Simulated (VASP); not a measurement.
# PbO: relaxation of the cell, by dispersion

PbO, P4/nmm (no. 129), 4 atoms in the cell.

| Dispersion | Volume (A^3) | Pressure left (GPa) | Ionic steps | SCF steps in all | Time (s) |
|---|---|---|---|---|---|
| none | 90.628 | 0.04 | 12 | 116 | 417 |
| TS | 87.042 | 0.01 | 20 | 174 | 496 |
| TS by libMBD | 87.189 | -0.05 | 18 | 159 | 421 |
| TS by libMBD, surface set | 87.189 | -0.05 | 18 | 159 | 407 |

## Input of the first row

INCAR:
```
PREC     = Accurate       # precision mode
ENCUT    = 600            # plane-wave cutoff, eV
EDIFF    = 1E-7           # SCF threshold, eV
ISMEAR   = 0              # smearing method
SIGMA    = 0.02           # smearing width, eV
LREAL    = False          # projectors in reciprocal space
LASPH    = True           # aspherical terms in the spheres
ALGO     = Normal         # electronic algorithm
NELM     = 100            # most SCF steps
ISIF     = 3              # what is computed and relaxed
LWAVE    = False          # write WAVECAR
LCHARG   = False          # write CHGCAR
IBRION   = 2              # ionic algorithm
NSW      = 50             # ionic steps
EDIFFG   = -0.01          # ionic threshold
```

KPOINTS:
```
k-points
0
Gamma
  5 5 4
```

POSCAR:
```
PbO
1.0
    3.9900000000      0.0000000000      0.0000000000
    0.0000000000      3.9900000000      0.0000000000
    0.0000000000      0.0000000000      5.0100000000
Pb O
2 2
Direct
    0.5000000000      0.0000000000      0.7600000000
    0.0000000000      0.5000000000      0.2400000000
    0.5000000000      0.5000000000      0.0000000000
    0.0000000000      0.0000000000      0.0000000000
```

Commands:
```
cat potpaw_PBE.64/Pb_d/POTCAR potpaw_PBE.64/O/POTCAR > POTCAR
mpirun -np 1 vasp_std > vasp.out
```

Changes of the last row against the first:
```
+ IVDW = 14
+ LIBMBD_METHOD = ts
+ LIBMBD_VDW_PARAMS_KIND = tssurf
```

VASP 6.6.1 took 417 s on 1 core (Intel Xeon Platinum 8375C @ 2.90GHz (Ice Lake)), a shared host.
